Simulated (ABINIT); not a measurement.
# Cu (Cmcm) in ABINIT: reference runs

How does Cu come out in PBE? The cell is run as given.

Program: ABINIT 10.8.3 (patched build). These are calculated values, not measurements. Logs are shortened: lines on timing, memory, paths and dates and some standing lists are left out, and cuts for length are marked. The log counts tension as positive stress, the text compression.

## 1. Starting point

Symmetry: Cmcm, No. 63, orthorhombic system. The conventional cell has a = 2.437 Å, b = 7.953 Å, c = 2.475 Å, α = 90.00°, β = 90.00°, γ = 90.00°. Cu (site symmetry m2m) is surrounded by 10 Cu at 2.44 to 2.54 Å.

This isn't the form of Cu at room conditions, which is fcc.

## 2. Single point, PBE

The input, run.abi:

```
# Pseudopotentials
pp_dirpath "./"
pseudos "Cu.GGA_PBE-JTH.xml"

# Structure
acell 3*1.0
rprim
     2.3025626669    -7.5142654076     0.0000000000
     2.3025626669     7.5142654076     0.0000000000
     0.0000000000     0.0000000000     4.6780085622
ntypat 1
znucl 29
natom 2
typat 1 1
xred
     0.8661333500     0.1338666500     0.7500000000
     0.1338666500     0.8661333500     0.2500000000
chkprim 0
chksymtnons 0
tolsym 1.0e-6

# Plane-wave basis
ecut 707.496042 eV
pawecutdg 48.0
pawxcdev 0

# k points
kptopt 1
ngkpt 11 11 11
nshiftk 1
shiftk 0.0 0.0 0.0

# Exchange and correlation
ixc 11

# Bands and occupations
nband 23
occopt 3
tsmear 0.00183747

# SCF cycle
nstep 100
tolvrs 1.0e-9

# Output
iomode 3
prtwf 0
prteig 0
prtebands 0
enunit 2
prtden 1
prtvha 1
prtvclmb 1
prtpot 1
```

Potentials or basis: JTH PAW PBE v2.0.

Run with:

```console
$ abinit run.abi > log 2>&1
```

run.abo:

```text
.Version 10.8.3 of ABINIT
 Symmetries : space group Cm c m (# 63); Bravais oC (1-face-center ortho.)
================================================================================
 Values of the parameters that define the memory need of the present run
     intxc =       0    ionmov =       0      iscf =      17    lmnmax =      18
     lnmax =       6     mgfft =      40  mpssoang =       3    mqgrid =    3001
     natom =       2  nloc_mem =       2    nspden =       1   nspinor =       1
    nsppol =       1      nsym =       8    n1xccc =       1    ntypat =       1
    occopt =       3   xclevel =       2
       mpw =        1041          nfft =       38400          nkpt =         216
 PAW method is used; the additional fine FFT grid is defined by:
   mgfftf=        50    nfftf =     75000
================================================================================
================================================================================

--------------------------------------------------------------------------------
------------- Echo of variables that govern the present computation ------------
--------------------------------------------------------------------------------
 -outvars: echo values of preprocessed input variables --------
            acell      1.0000000000E+00  1.0000000000E+00  1.0000000000E+00 Bohr
              amu      6.35460000E+01
          chkprim           0
      chksymtnons           0
             ecut      2.60000000E+01 Hartree
           enunit           2
                       outvar_i_n : Printing only first  50 k-points.
              ixc          11
                       outvar_i_n : Printing only first  50 k-points.
         kptrlatt       11    0    0      0   11    0      0    0   11
          kptrlen      5.06563787E+01
            natom           2
            nband          23
            ngfft          40      40      24
          ngfftdg          50      50      30
             nkpt         216
            nstep         100
             nsym           8
           ntypat           1
                       prtocc : prtvol=0, do not print more k-points.
           occopt           3
        pawecutdg      4.80000000E+01 Hartree
         pawxcdev           0
        prtebands           0
           prteig           0
           prtpot           1
         prtvclmb           1
           prtvha           1
            prtwf           0
            rprim      2.3025626669E+00 -7.5142654076E+00  0.0000000000E+00
                       2.3025626669E+00  7.5142654076E+00  0.0000000000E+00
                       0.0000000000E+00  0.0000000000E+00  4.6780085622E+00
          spgroup          63
           tolsym      1.00000000E-06
           tolvrs      1.00000000E-09
           tsmear      1.83747000E-03 Hartree
            typat      1  1
           useylm           1
                       outvars : Printing only first  50 k-points.
           xangst      1.2184636892E+00 -2.9117692016E+00  1.8566216414E+00
                       1.2184636892E+00  2.9117692016E+00  6.1887388046E-01
            xcart      2.3025626669E+00 -5.5024463329E+00  3.5085064217E+00
                       2.3025626669E+00  5.5024463329E+00  1.1695021406E+00
             xred      8.6613335000E-01  1.3386665000E-01  7.5000000000E-01
                       1.3386665000E-01  8.6613335000E-01  2.5000000000E-01
            znucl       29.00000

================================================================================

 chkinp: Checking input parameters for consistency.

================================================================================
== DATASET  1 ==================================================================

--- !DatasetInfo
iteration_state: {dtset: 1, }
dimensions: {natom: 2, nkpt: 216, mband: 23, nsppol: 1, nspinor: 1, nspden: 1, mpw: 1041, }
cutoff_energies: {ecut:  26.0, pawecutdg:  48.0, }
electrons: {nelect:   3.80000000E+01, charge:   0.00000000E+00, occopt:   3.00000000E+00, tsmear:   1.83747000E-03, }
meta: {optdriver: 0, ionmov: 0, optcell: 0, iscf: 17, paral_kgb: 0, }
...

 Exchange-correlation functional for the present dataset will be:
  GGA: Perdew-Burke-Ernzerhof functional - ixc=11
  J.P.Perdew, K.Burke, M.Ernzerhof, PRL 77, 3865 (1996)

 Real(R)+Recip(G) space primitive vectors, cartesian coordinates (Bohr,Bohr^-1):
 R(1)=  2.3025627 -7.5142654  0.0000000  G(1)=  0.2171494 -0.0665401  0.0000000
 R(2)=  2.3025627  7.5142654  0.0000000  G(2)=  0.2171494  0.0665401  0.0000000
 R(3)=  0.0000000  0.0000000  4.6780086  G(3)=  0.0000000  0.0000000  0.2137662
 Unit cell volume ucvol=  1.6187844E+02 bohr^3
 Angles (23,13,12)=  9.00000000E+01  9.00000000E+01  1.45927198E+02 degrees

 Coarse grid specifications (used for wave-functions):

 getcut: wavevector=  0.0000  0.0000  0.0000  ngfft=  40  40  24
         ecut(hartree)=     26.000   => boxcut(ratio)=   2.21900

 getcut : COMMENT -
  Note that boxcut > 2.2 ; recall that boxcut=Gcut(box)/Gcut(sphere) = 2
  is sufficient for exact treatment of convolution.
  Such a large boxcut is a waste : you could raise ecut
  e.g. ecut=   32.005889 Hartrees makes boxcut=2

 Fine grid specifications (used for densities):

 getcut: wavevector=  0.0000  0.0000  0.0000  ngfft=  50  50  30
         ecut(hartree)=     48.000   => boxcut(ratio)=   2.04035

--- Pseudopotential description ------------------------------------------------
- pspini: atom type   1  psp file is ./Cu.GGA_PBE-JTH.xml
 Pseudopotential format is: paw10
 basis_size (lnmax)=  6 (lmn_size= 18), orbitals=   0   0   1   1   2   2
 Spheres core radius: rc_sph= 2.00090475
 Shapefunction is SIN type: shapef(r)=[sin(pi*r/rshp)/(pi*r/rshp)]**2
 Radius for shape functions =  1.80603571
 Compensation charge density is not taken into account in XC energy/potential

   2.82807967E+03                                ecore*ucvol(ha*bohr**3)
--------------------------------------------------------------------------------

[... 7 lines left out ...]

     iter   Etot(hartree)      deltaE(h)  residm     nres2
 ETOT  1  -391.27331181071    -3.913E+02 4.427E+01 2.076E+01
 ETOT  2  -395.99308268934    -4.720E+00 1.901E-01 4.190E+01
 ETOT  3  -395.92475011280     6.833E-02 1.286E-01 2.721E+00
 ETOT  4  -395.91891442390     5.836E-03 1.077E-01 6.917E-01
 ETOT  5  -395.91700054787     1.914E-03 4.236E-03 2.011E-01
 ETOT  6  -395.91646267725     5.379E-04 5.770E-03 8.640E-03
 ETOT  7  -395.91644787775     1.480E-05 2.112E-03 7.570E-04
 ETOT  8  -395.91644852758    -6.498E-07 9.445E-04 5.197E-04
 ETOT  9  -395.91644779668     7.309E-07 1.671E-03 9.876E-05
 ETOT 10  -395.91644752180     2.749E-07 5.158E-04 3.527E-07
 ETOT 11  -395.91644752984    -8.043E-09 7.958E-04 7.832E-08
 ETOT 12  -395.91644752982     2.359E-11 2.074E-04 3.693E-08
 ETOT 13  -395.91644752978     3.604E-11 3.721E-04 5.050E-09
 ETOT 14  -395.91644752978     7.219E-12 7.431E-05 1.880E-10

 At SCF step   14       nres2   =  1.88E-10 < tolvrs=  1.00E-09 =>converged.

 Cartesian components of stress tensor (hartree/bohr^3)
  sigma(1 1)= -2.21353848E-04  sigma(3 2)=  0.00000000E+00
  sigma(2 2)= -2.05691292E-04  sigma(3 1)=  0.00000000E+00
  sigma(3 3)= -2.38235662E-04  sigma(2 1)=  0.00000000E+00

--- !ResultsGS
iteration_state: {dtset: 1, }
comment   : Summary of ground state results
lattice_vectors:
- [  2.3025627,  -7.5142654,   0.0000000, ]
- [  2.3025627,   7.5142654,   0.0000000, ]
- [  0.0000000,   0.0000000,   4.6780086, ]
lattice_lengths: [   7.85913,    7.85913,    4.67801, ]
lattice_angles: [ 90.000,  90.000, 145.927, ] # degrees, (23, 13, 12)
lattice_volume:   1.6187844E+02
convergence: {deltae:  7.219E-12, res2:  1.880E-10, residm:  7.431E-05, diffor: null, }
etotal    :  -3.95916448E+02
entropy   :   0.00000000E+00
fermie    :   2.54732148E-01
cartesian_stress_tensor: # hartree/bohr^3
- [ -2.21353848E-04,   0.00000000E+00,   0.00000000E+00, ]
- [  0.00000000E+00,  -2.05691292E-04,   0.00000000E+00, ]
- [  0.00000000E+00,   0.00000000E+00,  -2.38235662E-04, ]
pressure_GPa:   6.5244E+00
xred      :
- [  8.6613E-01,   1.3387E-01,   7.5000E-01, Cu]
- [  1.3387E-01,   8.6613E-01,   2.5000E-01, Cu]
cartesian_forces: # hartree/bohr
- [ -1.37642570E-19,  -8.84078063E-04,  -5.05895336E-31, ]
- [  1.37642570E-19,   8.84078063E-04,   5.05895336E-31, ]
force_length_stats: {min:   8.84078063E-04, max:   8.84078063E-04, mean:   8.84078063E-04, }
...

 Integrated electronic density in atomic spheres:
 ------------------------------------------------
 Atom  Sphere_radius  Integrated_density
    1        2.00090         17.38748701
    2        2.00090         17.38748701

================================================================================

 ----iterations are completed or convergence reached----

 Mean square residual over all n,k,spin=   85.727E-09; max=  74.306E-06
 reduced coordinates (array xred) for    2 atoms
       0.866133350000      0.133866650000      0.750000000000
       0.133866650000      0.866133350000      0.250000000000
 rms dE/dt=  5.4241E-03; max dE/dt=  6.6432E-03; dE/dt below (all hartree)
    1      -0.006643197205      0.006643197205      0.000000000000
    2       0.006643197205     -0.006643197205     -0.000000000000

 cartesian coordinates (angstrom) at end:
    1      1.21846368917290    -2.91176920163717     1.85662164138446
    2      1.21846368917290     2.91176920163717     0.61887388046149

 cartesian forces (hartree/bohr) at end:
    1     -0.00000000000000    -0.00088407806285    -0.00000000000000
    2      0.00000000000000     0.00088407806285     0.00000000000000
 frms,max,avg= 5.1042271E-04 8.8407806E-04   0.000E+00  0.000E+00  0.000E+00 h/b

 cartesian forces (eV/Angstrom) at end:
    1     -0.00000000000000    -0.04546112183321    -0.00000000000000
    2      0.00000000000000     0.04546112183321     0.00000000000000
 frms,max,avg= 2.6246991E-02 4.5461122E-02   0.000E+00  0.000E+00  0.000E+00 e/A
 length scales=  1.000000000000  1.000000000000  1.000000000000 bohr
              =  0.529177210544  0.529177210544  0.529177210544 angstroms
 Fermi (or HOMO) energy (hartree) =   0.25473   Average Vxc (hartree)=  -0.43704
 Eigenvalues (hartree) for nkpt= 216  k points:
 kpt#   1, nband= 23, wtk=  0.00075, kpt=  0.0000  0.0000  0.0000 (reduced coord)
  -3.88437   -3.88369   -2.32013   -2.31684   -2.31562   -2.31548   -2.31510   -2.31461
  -0.08694    0.07219    0.10052    0.11822    0.14423    0.15387    0.16960    0.18101
   0.18817    0.19332    0.20263    0.25008    0.43100    0.79650    0.93074
      occupation numbers for kpt#   1
   2.00000    2.00000    2.00000    2.00000    2.00000    2.00000    2.00000    2.00000
   2.00000    2.00000    2.00000    2.00000    2.00000    2.00000    2.00000    2.00000
   2.00000    2.00000    2.00000    1.85249    0.00000    0.00000    0.00000
 prteigrs : prtvol=0 or 1, do not print more k-points.

 Fermi (or HOMO) energy (eV) =   6.93161   Average Vxc (eV)= -11.89245
 Eigenvalues (   eV  ) for nkpt= 216  k points:
 kpt#   1, nband= 23, wtk=  0.00075, kpt=  0.0000  0.0000  0.0000 (reduced coord)
-105.69905 -105.68071  -63.13404  -63.04447  -63.01122  -63.00750  -62.99708  -62.98363
  -2.36567    1.96428    2.73522    3.21700    3.92482    4.18704    4.61516    4.92544
   5.12041    5.26055    5.51393    6.80510   11.72800   21.67392   25.32665
 prteigrs : prtvol=0 or 1, do not print more k-points.

--- !EnergyTerms
iteration_state     : {dtset: 1, }
comment             : Components of total free energy in Hartree
kinetic             :  2.19622143716754E+01
hartree             :  8.51940753682140E+01
xc                  : -5.48972246427383E+00
Ewald energy        : -2.39058825184044E+02
psp_core            :  1.74703917225319E+01
local_psp           : -2.11487651323879E+02
PAW spherical_terms : -6.45067843134878E+01
internal            : -3.95916301823264E+02
'-kT*entropy'       : -1.53472879240159E-04
total_energy        : -3.95916455296143E+02
total_energy_eV     : -1.07734355862030E+04
...

--- !EnergyTermsDC
iteration_state     : {dtset: 1, }
comment             : '"Double-counting" decomposition of free energy'
band_energy         : -4.01956346946146E+01
Ewald energy        : -2.39058825184044E+02
psp_core            :  1.74703917225319E+01
xc_dc               : -8.35978081777096E+01
PAW spherical_terms : -5.05344177230603E+01
internal            : -3.95916294056897E+02
'-kT*entropy'       : -1.53472879240159E-04
total_energy_dc     : -3.95916447529776E+02
total_energy_dc_eV  : -1.07734353748694E+04
...

--- !EnergyTermsWithPAWCore
iteration_state     : {dtset: 1, }
comment             : 'Components of total free energy, including PAW core contributions'
Total energy        : -3.30996283957534E+03
Total energy DC     : -3.30996283180898E+03
Total energy (eV)   : -9.00686772875287E+04
Total energy DC (eV): -9.00686770761951E+04
...

 Cartesian components of stress tensor (hartree/bohr^3)
  sigma(1 1)= -2.21353848E-04  sigma(3 2)=  0.00000000E+00
  sigma(2 2)= -2.05691292E-04  sigma(3 1)=  0.00000000E+00
  sigma(3 3)= -2.38235662E-04  sigma(2 1)=  0.00000000E+00

-Cartesian components of stress tensor (GPa)         [Pressure=  6.5244E+00 GPa]
- sigma(1 1)= -6.51245506E+00  sigma(3 2)=  0.00000000E+00
- sigma(2 2)= -6.05164675E+00  sigma(3 1)=  0.00000000E+00
- sigma(3 3)= -7.00913517E+00  sigma(2 1)=  0.00000000E+00

== END DATASET(S) ==============================================================
================================================================================

 -outvars: echo values of variables after computation  --------
            acell      1.0000000000E+00  1.0000000000E+00  1.0000000000E+00 Bohr
           etotal     -3.9591644753E+02
            fcart     -1.3764256995E-19 -8.8407806285E-04 -5.0589533649E-31
                       1.3764256995E-19  8.8407806285E-04  5.0589533649E-31
            rprim      2.3025626669E+00 -7.5142654076E+00  0.0000000000E+00
                       2.3025626669E+00  7.5142654076E+00  0.0000000000E+00
                       0.0000000000E+00  0.0000000000E+00  4.6780085622E+00
           strten     -2.2135384838E-04 -2.0569129231E-04 -2.3823566199E-04
                       0.0000000000E+00  0.0000000000E+00  0.0000000000E+00
           xangst      1.2184636892E+00 -2.9117692016E+00  1.8566216414E+00
                       1.2184636892E+00  2.9117692016E+00  6.1887388046E-01
             xred      8.6613335000E-01  1.3386665000E-01  7.5000000000E-01
                       1.3386665000E-01  8.6613335000E-01  2.5000000000E-01
 Calculation completed.
```

Wall time 4.3 min (1 thread of Arm Neoverse V1, shared host); peak memory 0.25 GiB.

What came out:

| Item | Value |
| --- | --- |
| Free energy | -10773.4354 eV |
| Pressure | 6.5 GPa |
| Largest force | 0.045 eV/Å |
| Band gap on the k mesh | none (metal or under the smearing width) |
| Valence electrons inside the program's atomic spheres | Cu 17.39 (radii [1.0588] Å) |

Forces in eV/Å, atoms in the order of the input:
```
Cu   0.000 -0.045  0.000
Cu   0.000  0.045  0.000
```
